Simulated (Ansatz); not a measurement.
# MgF2: the cost of one run

Program: Ansatz 0.2.0. Level of theory: DFT PBEsol, scalar-relativistic, plane waves, PAW. These are calculated values, not measurements.

1 further run of the same task is left out (set aside as unsound or not needed).

## 1. The system as given

It takes space group P4_2/mnm (No. 136, tetragonal). The conventional cell has a = 4.639 Å, b = 4.639 Å, c = 3.062 Å, α = 90.00°, β = 90.00°, γ = 90.00°. Around Mg (site symmetry mmm) lie 6 F at 1.99 to 2.00 Å. F (site symmetry m2m) is surrounded by 3 Mg at 1.99 to 2.00 Å.

Coordinates:

```cif
data_structure
_symmetry_space_group_name_H-M 'P 1'
_symmetry_Int_Tables_number 1
_cell_length_a 4.6388
_cell_length_b 4.6388
_cell_length_c 3.0622
_cell_angle_alpha 90.000
_cell_angle_beta 90.000
_cell_angle_gamma 90.000
_cell_volume 65.89
loop_
_atom_site_label
_atom_site_type_symbol
_atom_site_fract_x
_atom_site_fract_y
_atom_site_fract_z
_atom_site_occupancy
Mg1 Mg 0.00000 0.00000 0.00000 1
Mg2 Mg 0.50000 0.50000 0.50000 1
F1 F 0.30338 0.30338 0.00000 1
F2 F 0.19662 0.80338 0.50000 1
F3 F 0.69662 0.69662 0.00000 1
F4 F 0.80338 0.19662 0.50000 1
```

It is the result of an earlier relaxation at this level (volume 10.98 Å³/atom; gap on the mesh: 6.89 eV).

## 2. Bands, states and charges

File input.yaml:

```yaml
crystal:
  lattice:
    - [4.6387877454, 0.0, 0.0]
    - [0.0, 4.6387877454, 0.0]
    - [0.0, 0.0, 3.0621929261]
  atoms:
    - { symbol: Mg, position: [0.0, 0.0, 0.0] }
    - { symbol: Mg, position: [0.5, 0.5, 0.5] }
    - { symbol: F, position: [0.3033761543, 0.3033761543, 0.0] }
    - { symbol: F, position: [0.1966238457, 0.8033761543, 0.5] }
    - { symbol: F, position: [0.6966238457, 0.6966238457, 0.0] }
    - { symbol: F, position: [0.8033761543, 0.1966238457, 0.5] }
basis:
  ecutwfc: 420
kpoints:
  mp_grid: { grid: [6, 6, 8] }
  band_path:
    path:
      - [[0.0, 0.0, 0.0], [0.0, 0.5, 0.0], [0.5, 0.5, 0.0], [0.0, 0.0, 0.0], [0.0, 0.0, 0.5], [0.0, 0.5, 0.5], [0.5, 0.5, 0.5], [0.0, 0.0, 0.5]]
      - [[0.0, 0.5, 0.0], [0.0, 0.5, 0.5]]
      - [[0.5, 0.5, 0.0], [0.5, 0.5, 0.5]]
    npoints: 14
hamiltonian:
  xc: pbesol
scf:
  occupations: { method: gaussian, width: 0.02 }
  n_extra_bands: 15
output:
  forces: true
  stress: true
  eigenvalues: true
  populations: true
  dos: { projected: true, de: 0.02, nscf_kmesh: { grid: [9, 9, 12] } }
  bader: true
  write_density: true
  write_potential: true
  elf: true
  volumetric_format: npy
```

Started as:

```sh
> ansatz run input.yaml --threads 1 --pin off --max-ram 2560MiB --backend cpu --events-out ev --progress --plain --runs-dir out
```

Q: Estimate wall time and peak memory on 1 thread of Arm Neoverse V2, shared host.

About 47 s, with a peak of 0.43 GiB.
